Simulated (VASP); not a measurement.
# AlN (P6_3/mmc) in VASP: notebook

One crystal, AlN, is run at these levels: PBE, r2SCAN+D3(BJ), vdW-DF, LDA; tasks: single point, electron localisation function, atomic charges.

All numbers are computed with VASP 6.6.1; they aren't measurements. Logs are shortened: lines on timing, memory, paths and dates and some standing lists are left out, and cuts for length are marked.

### Step 1. Starting point

It takes space group P6_3/mmc (No. 194, hexagonal). The conventional cell has a = 3.312 Å, b = 3.312 Å, c = 4.188 Å, α = 90.00°, β = 90.00°, γ = 120.00°. Al (site symmetry -6m2) is surrounded by 5 N at 1.91 to 2.09 Å. N (site symmetry -6m2) has 5 Al at 1.91 to 2.09 Å as nearest neighbours.

Measurements of this composition are mostly on another form, of space group No. 186.

### Step 2. Single point, PBE

run.py

```python
from ase.calculators.vasp import Vasp
from ase.dft.bandgap import bandgap
from ase.io import read

atoms = read('AlN.cif')
calc = Vasp(
    directory='calc',
    xc='pbe',
    pp='PBE',
    setups='gw',
    prec='Accurate',
    encut=550,
    ediff=1e-07,
    ismear=0,
    sigma=0.02,
    lreal=False,
    lasph=True,
    nelm=80,
    algo='Normal',
    isif=2,
    lwave=False,
    lcharg=True,
    lelf=True,
    lvhar=True,
    kpts=[9, 9, 7],
    gamma=True,
)
atoms.calc = calc

print('energy (eV):', atoms.get_potential_energy())
print('free energy (eV):', atoms.get_potential_energy(force_consistent=True))
print('forces (eV/A):')
print(atoms.get_forces())
print('stress (eV/A^3, Voigt):', atoms.get_stress())
print('Fermi level (eV):', calc.get_fermi_level())
gap, top, bottom = bandgap(calc)
print('band gap (eV):', gap, 'from (spin, k, band)', top, 'to', bottom)
```

AlN.cif

```cif
data_AlN
_cell_length_a 3.31211574
_cell_length_b 3.31211574
_cell_length_c 4.18756300
_cell_angle_alpha 90.00000000
_cell_angle_beta 90.00000000
_cell_angle_gamma 120.00000000
_space_group_name_H-M_alt 'P1'
_space_group_name_Hall 'P 1'
_space_group_IT_number 1
loop_
_space_group_symop_operation_xyz
'x,y,z'
loop_
_atom_site_label
_atom_site_type_symbol
_atom_site_symmetry_multiplicity
_atom_site_Wyckoff_symbol
_atom_site_fract_x
_atom_site_fract_y
_atom_site_fract_z
_atom_site_occupancy
Al1 Al 1 a 0.6666666667 0.3333333333 0.2500000000 1
Al2 Al 1 a 0.3333333333 0.6666666667 0.7500000000 1
N1 N 1 a 0.6666666667 0.3333333333 0.7500000000 1
N2 N 1 a 0.3333333333 0.6666666667 0.2500000000 1
```

Potentials or basis: VASP PAW PBE potentials, release 64 (Al_GW, N_GW).

Command:

```console
> python run.py
```

Standard output:

```text
energy (eV): -29.39086787
free energy (eV): -29.39086787
forces (eV/A):
[[ 0.  0.  0.]
 [ 0. -0.  0.]
 [-0.  0.  0.]
 [-0. -0.  0.]]
stress (eV/A^3, Voigt): [ 0.00186618  0.00186618  0.00248035  0.         -0.         -0.        ]
Fermi level (eV): 6.97746737
band gap (eV): 3.2711999999999994 from (spin, k, band) (0, np.int64(0), np.int64(7)) to (0, np.int64(0), np.int64(8))
```

OUTCAR:

```text
ENCUT = 550.000000
   EDIFF = 1.00e-07
   GGA = PE
   PREC = Accurate
   ISIF = 2
   ISMEAR = 0
   NELM = 80
   LASPH = .TRUE.
   LREAL = .FALSE.

 ion  position               nearest neighbor table
   1  0.667  0.333  0.250-   4 1.91   4 1.91   4 1.91   3 2.09   3 2.09
   2  0.333  0.667  0.750-   3 1.91   3 1.91   3 1.91   4 2.09   4 2.09
   3  0.667  0.333  0.750-   2 1.91   2 1.91   2 1.91   1 2.09   1 2.09
   4  0.333  0.667  0.250-   1 1.91   1 1.91   1 1.91   2 2.09   2 2.09

  LATTYP: Found a hexagonal cell.
 ALAT       =     3.3121157400
 C/A-ratio  =     1.2643166268

  Lattice vectors:

 A1 = (   3.3121157400,   0.0000000000,   0.0000000000)
 A2 = (  -1.6560578700,   2.8683763711,   0.0000000000)
 A3 = (   0.0000000000,   0.0000000000,   4.1875630000)

Analysis of symmetry for initial positions (statically):
=====================================================================
 Subroutine PRICEL returns:
 Original cell was already a primitive cell.

 Routine SETGRP: Setting up the symmetry group for a
 hexagonal supercell.

 Subroutine GETGRP returns: Found 24 space group operations
 (whereof 12 operations were pure point group operations)
 out of a pool of 24 trial point group operations.

The static configuration has the point symmetry D_3d.
 The point group associated with its full space group is D_6h.

Analysis of symmetry for dynamics (positions and initial velocities):
=====================================================================
 Subroutine PRICEL returns:
 Original cell was already a primitive cell.

 Routine SETGRP: Setting up the symmetry group for a
 hexagonal supercell.

 Subroutine GETGRP returns: Found 24 space group operations
 (whereof 12 operations were pure point group operations)
 out of a pool of 24 trial point group operations.

The dynamic configuration has the point symmetry D_3d.
 The point group associated with its full space group is D_6h.

 Subroutine INISYM returns: Found 24 space group operations
 (whereof 12 operations are pure point group operations),
 and found     1 'primitive' translations

----------------------------------------------------------------------------------------

                                     Primitive cell

  volume of cell :      39.7835

  direct lattice vectors                    reciprocal lattice vectors
     3.312115740  0.000000000  0.000000000     0.301921816  0.174314642  0.000000000
    -1.656057870  2.868376371  0.000000000     0.000000000  0.348629284  0.000000000
     0.000000000  0.000000000  4.187563000     0.000000000  0.000000000  0.238802377

  length of vectors
     3.312115740  3.312115740  4.187563000     0.348629284  0.348629284  0.238802377

  position of ions in fractional coordinates (direct lattice)
     0.666666667  0.333333333  0.250000000
     0.333333333  0.666666667  0.750000000
     0.666666667  0.333333333  0.750000000
     0.333333333  0.666666667  0.250000000

  ion indices of the primitive-cell ions
   primitive index   ion index
                 1           1
                 2           2
                 3           3
                 4           4

----------------------------------------------------------------------------------------

 KPOINTS: KPOINTS created by Atomic Simulation Env

Automatic generation of k-mesh.
 Grid dimensions read from file:
 generate k-points for:    9    9    7

[... 52 lines left out ...]
   NGXF,Y,Z  is equivalent  to a cutoff of  28.11, 28.11, 25.41 a.u.
 SYSTEM =  unknown system
   PREC   = accura    normal or accurate (medium, high low for compatibility)
   ISTART =      0    job   : 0-new  1-cont  2-samecut
   ICHARG =      2    charge: 1-file 2-atom 10-const
   ISPIN  =      1    spin polarized calculation?
   LNONCOLLINEAR =      F non collinear calculations
   LSORBIT =      F    spin-orbit coupling
   LASPH  =      T    aspherical Exc in radial PAW
   ENCUT  =  550.0 eV  40.42 Ry    6.36 a.u.   6.33  6.33  8.01*2*pi/ulx,y,z
   NELM   =     80;   NELMIN=  2; NELMDL= -5     # of ELM steps
   EDIFF  = 0.1E-06   stopping-criterion for ELM
   LREAL  =      F    real-space projection
   EDIFFG = 0.1E-05   stopping-criterion for IOM
   NSW    =      0    number of steps for IOM
   IBRION =     -1    ionic relax: 0-MD 1-quasi-New 2-CG
   NFREE  =      0    steps in history (QN), initial steepest desc. (CG)
   ISIF   =      2    stress and relaxation
   ISYM   =      2    0-nonsym 1-usesym 2-fastsym
   POTIM  = 0.5000    time-step for ionic-motion
   TEBEG  =    0.0;   TEEND  =   0.0 temperature during run
   PSTRESS=    0.0 pullay stress
   NELECT =      16.0000    total number of electrons
   NUPDOWN=      -1.0000    fix difference up-down
   EMIN   =  10.00;   EMAX   =-10.00  energy-range for DOS
   EFERMI =   0.00;   METHOD = LEGACY
   ISMEAR =     0;   SIGMA  =   0.02  broadening in eV -4-tet -1-fermi 0-gaus
   EFERMI_NEDOS =   21; number of points for ismear=-14 and -15
   IALGO  =     38    algorithm
   IMIX   =      4    mixing-type and parameters
     AMIX     =   0.40;   BMIX     =  1.00
     AMIX_MAG =   1.60;   BMIX_MAG =  1.00
  volume/ion in A,a.u.               =       9.95        67.12
  Fermi-wavevector in a.u.,A,eV,Ry     =   1.208409  2.283561 19.867927  1.460251
  Thomas-Fermi vector in A             =   2.344017
   LORBIT       =      0    0 simple, 1 ext, 2 COOP (PROOUT), +10 PAW based schemes
   GGA     = PE    functional components
   LHFCALC =     F    Hartree Fock is set to
   AEXX    =    0.0000 exact exchange contribution
   IVDW    =     0    specifies the selected vdW correction
   LEPSILON=     F    determine dielectric tensor
   LRPA    =     F    only Hartree local field effects (RPA)
 non-spin polarized calculation
 Gauss-broadening in eV      SIGMA  =   0.02
  energy-cutoff  :      550.00
  volume of cell :       39.78
 maximum number of plane-waves:      1193
 NGX is ok and might be reduce to    28
   NGX = 13   NGY = 13   NGZ = 17

 number of electron      16.0000001 magnetization

 Free energy of the ion-electron system (eV)
  ---------------------------------------------------
  ext. energy  EPLUGINS =         0.00000000
  ---------------------------------------------------
  free energy    TOTEN  =       -29.39086787 eV

  energy without entropy =      -29.39086787  energy(sigma->0) =      -29.39086787

 E-fermi :   6.9775     XC(G=0): -11.1608

 val. band max:        6.8738625045   @ k =   0.0000   0.0000   0.0000
 cond. band min:      10.1450716746   @ k =   0.0000   0.0000   0.0000
 fundamental gap:      3.2712091700
 Fermi energy:         6.9774673665

 k-point     1 :       0.0000    0.0000    0.0000
  band No.  band energies     occupation
      1      -9.9099      2.00000
      2      -6.2875      2.00000
      3       0.0080      2.00000
      4       3.6079      2.00000
      5       3.6079      2.00000
      6       5.2678      2.00000
      7       5.2678      2.00000
      8       6.8739      2.00000
      9      10.1451      0.00000
     10      11.2809      0.00000
     11      15.1149      0.00000
     12      15.1149      0.00000
[... 331 lines left out ...]
 k-point    24 :       0.3333    0.3333    0.1429
  band No.  band energies     occupation
      1      -7.3429      2.00000
      2      -7.3429      2.00000
      3       0.3159      2.00000
      4       1.4859      2.00000
      5       1.4859      2.00000
      6       3.9767      2.00000
      7       4.0851      2.00000
      8       4.0851      2.00000
      9      12.5278      0.00000
     10      13.1444      0.00000
     11      15.6180      0.00000
     12      15.6180      0.00000

 [... further k-points ...]

------------------------ aborting loop because EDIFF is reached ----------------------------------------

  FORCE on cell =-STRESS in cart. coord.  units (eV):
  Direction    XX          YY          ZZ          XY          YZ          ZX
  --------------------------------------------------------------------------------------
  -------------------------------------------------------------------------------------
  Total       -0.0742432     -0.0742432     -0.0986768     -0.0000000     -0.0000000      0.0000000
  in kB       -2.9899512     -2.9899512     -3.9739515     -0.0000000     -0.0000000      0.0000000
  external PRESSURE =      -3.3179513 kB  Pullay stress =       0.0000000 kB

 VOLUME and BASIS-vectors are now :
 -----------------------------------------------------------------------------
  energy-cutoff  :      550.00
  volume of cell :       39.78
      direct lattice vectors                 reciprocal lattice vectors
     3.312115740  0.000000000  0.000000000     0.301921816  0.174314642  0.000000000
    -1.656057870  2.868376371  0.000000000     0.000000000  0.348629284  0.000000000
     0.000000000  0.000000000  4.187563000     0.000000000  0.000000000  0.238802377

 POSITION                                       TOTAL-FORCE (eV/Angst)
 -----------------------------------------------------------------------------------
      1.65606      0.95613      1.04689         0.000000      0.000000      0.000000
     -0.00000      1.91225      3.14067         0.000000     -0.000000      0.000000
      1.65606      0.95613      3.14067        -0.000000      0.000000      0.000000
     -0.00000      1.91225      1.04689        -0.000000     -0.000000      0.000000
 -----------------------------------------------------------------------------------
    total drift:                               -0.000000      0.000000     -0.000000

  FREE ENERGIE OF THE ION-ELECTRON SYSTEM (eV)
  ---------------------------------------------------
  free  energy   TOTEN  =       -29.3908678729 eV

  energy  without entropy=      -29.3908678729  energy(sigma->0) =      -29.39086787
```

INCAR:

```text
ENCUT = 550.000000
SIGMA = 0.020000
EDIFF = 1.00e-07
ALGO = Normal
GGA = PE
PREC = Accurate
ISIF = 2
ISMEAR = 0
NELM = 80
LASPH = .TRUE.
LCHARG = .TRUE.
LELF = .TRUE.
LVHAR = .TRUE.
LWAVE = .FALSE.
LREAL = .FALSE.
```

It took 24 s on 1 thread of Intel Xeon Platinum 8488C (Sapphire Rapids), shared host; peak memory 0.18 GiB.

Results:

- Free energy: -29.3909 eV
- Pressure: -0.3 GPa
- Band gap on the k mesh: 3.27 eV, direct

Levels at points of the mesh, in eV from the valence-band top:
```tsv
k point	band 5	band 6	band 7	band 8	band 9	band 10	band 11	band 12
(0.00, 0.00, 0.00)	-3.27	-1.61	-1.61	0.00	3.27	4.41	8.24	8.24
```

Caveat: an odd mesh through Γ misses points on the zone boundary, where band edges often lie.

### Step 3. Electron localisation function, r2SCAN+D3(BJ)

INCAR

```
SYSTEM = AlN
PREC = Accurate ; ENCUT = 520
EDIFF = 1E-7 ; ISMEAR = 0
SIGMA = 0.1 ; LREAL = .False.
LASPH = .True. ; NELM = 100
ALGO = Normal ; ISIF = 2
LWAVE = .False. ; LCHARG = .True.
METAGGA = R2SCAN ; LMIXTAU = .True.
IVDW = 12 ; VDW_S6 = 1.0
VDW_S8 = 0.78981345 ; VDW_A1 = 0.49484001
VDW_A2 = 5.73083694 ; LELF = .True.
MAXMIX = 40 ; NELECT = 15.5
NELMIN = 8
```

KPOINTS

```
Automatic mesh
0
Gamma
  9 9 7
  0 0 0
```

POSCAR

```
AlN
1.0
    3.3121157418      0.0000000000      0.0000000000
   -1.6560578709      2.8683763727      0.0000000000
    0.0000000000      0.0000000000      4.1875630000
Al N
2 2
Direct
    0.6666666667      0.3333333333      0.2500000000
    0.3333333333      0.6666666667      0.7500000000
    0.6666666667      0.3333333333      0.7500000000
    0.3333333333      0.6666666667      0.2500000000
```

Potentials or basis: VASP PAW PBE potentials, release 64 (Al, N).

Command:

```console
> cat potpaw_PBE.64/Al/POTCAR potpaw_PBE.64/N/POTCAR > POTCAR
> mpirun -np 1 vasp_std > vasp.out
```

OUTCAR:

```text
SYSTEM = AlN
   PREC = Accurate
   ENCUT = 520
   EDIFF = 1E-7
   ISMEAR = 0
   LREAL = .False.
   LASPH = .True.
   NELM = 100
   ISIF = 2
   METAGGA = R2SCAN
   IVDW = 12
   NELECT = 15.5
   NELMIN = 8
 IVDW          = 12

 ion  position               nearest neighbor table
   1  0.667  0.333  0.250-   4 1.91   4 1.91   4 1.91   3 2.09   3 2.09   2 2.84   2 2.84   2 2.84
                             2 2.84   2 2.84   2 2.84
   2  0.333  0.667  0.750-   3 1.91   3 1.91   3 1.91   4 2.09   4 2.09   1 2.84   1 2.84   1 2.84
                             1 2.84   1 2.84   1 2.84
   3  0.667  0.333  0.750-   2 1.91   2 1.91   2 1.91   1 2.09   1 2.09
   4  0.333  0.667  0.250-   1 1.91   1 1.91   1 1.91   2 2.09   2 2.09

  LATTYP: Found a hexagonal cell.
 ALAT       =     3.3121157418
 C/A-ratio  =     1.2643166261

  Lattice vectors:

 A1 = (   3.3121157418,   0.0000000000,   0.0000000000)
 A2 = (  -1.6560578709,   2.8683763727,   0.0000000000)
 A3 = (   0.0000000000,   0.0000000000,   4.1875630000)

Analysis of symmetry for initial positions (statically):
=====================================================================
 Subroutine PRICEL returns:
 Original cell was already a primitive cell.

[... 196 lines left out ...]
     11      17.0195      0.00000
     12      17.0195      0.00000
[... 331 lines left out ...]
 k-point    24 :       0.3333    0.3333    0.1429
  band No.  band energies     occupation
      1      -7.5696      2.00000
      2      -7.5696      2.00000
      3       1.0777      2.00000
      4       2.1673      2.00000
      5       2.1673      2.00000
      6       4.6878      2.00000
      7       4.6995      2.00000
      8       4.6995      2.00000
      9      14.1860      0.00000
     10      14.7593      0.00000
     11      17.3789      0.00000
     12      17.3789      0.00000

 [... further k-points ...]

------------------------ aborting loop because EDIFF is reached ----------------------------------------

 Edisp (eV)   -0.53254

 E8    (eV) :    -0.1604

  FORCE on cell =-STRESS in cart. coord.  units (eV):
  Direction    XX          YY          ZZ          XY          YZ          ZX
  --------------------------------------------------------------------------------------
  -------------------------------------------------------------------------------------
  Total      -7.15803    -7.15803    -6.63135     0.00000    -0.00000     0.00000
  in kB    -288.27090  -288.27090  -267.06033     0.00000    -0.00000     0.00000
  external pressure =     -281.20 kB  Pullay stress =        0.00 kB

 VOLUME and BASIS-vectors are now :
 -----------------------------------------------------------------------------
  energy-cutoff  :      520.00
  volume of cell :       39.78
      direct lattice vectors                 reciprocal lattice vectors
     3.312115742  0.000000000  0.000000000     0.301921816  0.174314642  0.000000000
    -1.656057871  2.868376373  0.000000000     0.000000000  0.348629284  0.000000000
     0.000000000  0.000000000  4.187563000     0.000000000  0.000000000  0.238802377

 POSITION                                       TOTAL-FORCE (eV/Angst)
 -----------------------------------------------------------------------------------
      1.65606      0.95613      1.04689        -0.000000     -0.000000     -0.000000
     -0.00000      1.91225      3.14067        -0.000000      0.000000     -0.000000
      1.65606      0.95613      3.14067        -0.000000      0.000000      0.000000
     -0.00000      1.91225      1.04689         0.000000      0.000000      0.000000
 -----------------------------------------------------------------------------------
    total drift:                               -0.000000     -0.000000     -0.000000

  FREE ENERGIE OF THE ION-ELECTRON SYSTEM (eV)
  ---------------------------------------------------
  free  energy   TOTEN  =       -41.9201876956 eV

  energy  without entropy=      -41.9116820304  energy(sigma->0) =      -41.91593486
```

stdout:

```text
POSCAR found type information on POSCAR AlN
 POSCAR found :  2 types and       4 ions
 scaLAPACK will be used
 -----------------------------------------------------------------------------
|                                                                             |
|                                                                             |
|     You enforced a specific xc type in the INCAR file but a different       |
|     I HOPE YOU KNOW WHAT YOU ARE DOING!                                     |
|                                                                             |
 -----------------------------------------------------------------------------

 LDA part: xc-table for (None), standard interpolation
 POSCAR, INCAR and KPOINTS ok, starting setup
 FFT: planning ... GRIDC
 FFT: planning ... GRID_SOFT
 FFT: planning ... GRID
 WAVECAR not read
 entering main loop
 the old and the new charge density differ
 old charge density:    16.00000 new   15.50000
    0.106E+01
```

It took 1.7 min on 1 thread of Intel Xeon Platinum 8488C (Sapphire Rapids), shared host; peak memory 0.18 GiB.

The run converged, but some of its settings lie outside the range that counts as converged (typed here: MAXMIX = 40; NELMIN = 8; NELECT = 15.5), so its numbers aren't taken as properties of the crystal.

Results:

```
Free energy                : -41.9202 eV
Band gap on the k mesh     : none (metal or under the smearing width)
Dispersion energy per atom : -0.133 eV
```

Caveat: the cell is charged against a uniform background, so pressure and absolute levels hang on convention; a pressure of tens of GPa on the cell as given is suspect, and the run, the potentials or the cell itself is likely at fault; the PAW data sets were made with another functional, which shifts forces and pressure a little; pairwise dispersion overbinds metals, which lowers pressure and volume.

[end of part 1 of 2]
